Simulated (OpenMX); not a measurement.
ZnCu:

```xyz
2
Lattice="2.9450 0.0000 0.0000 0.0000 2.9450 0.0000 0.0000 0.0000 2.9450" Properties=species:S:1:pos:R:3 pbc="T T T"
Zn    1.4725    1.4725    1.4725
Cu    0.0000    0.0000    0.0000
```

Base run:

```yaml
Program: OpenMX 3.8.5
Functional: PBE
Potentials_or_basis: OpenMX 2013 PBE set, Zn6.0H-s3p2d2, Cu6.0H-s3p2d2, grid cutoff 500 Ry
k_mesh: 7 × 7 × 7
Occupations: fermi-dirac, width 0.05 eV
Spin: no spin polarisation
```

Its results: pressure 4.3 GPa.

Question: The run is repeated on the same cell with these changes: functional from PBE to LDA; potentials or basis from OpenMX 2013 PBE set, Zn6.0H-s3p2d2, Cu6.0H-s3p2d2, grid cutoff 500 Ry to OpenMX 2013 LDA set, Zn6.0H-s3p2d2, Cu6.0H-s3p2d2, grid cutoff 500 Ry. What comes out?

Answer: Pressure -9.0 GPa.

Caveats: the basis of atomic orbitals isn't converged, which shifts pressures, moduli and gaps.
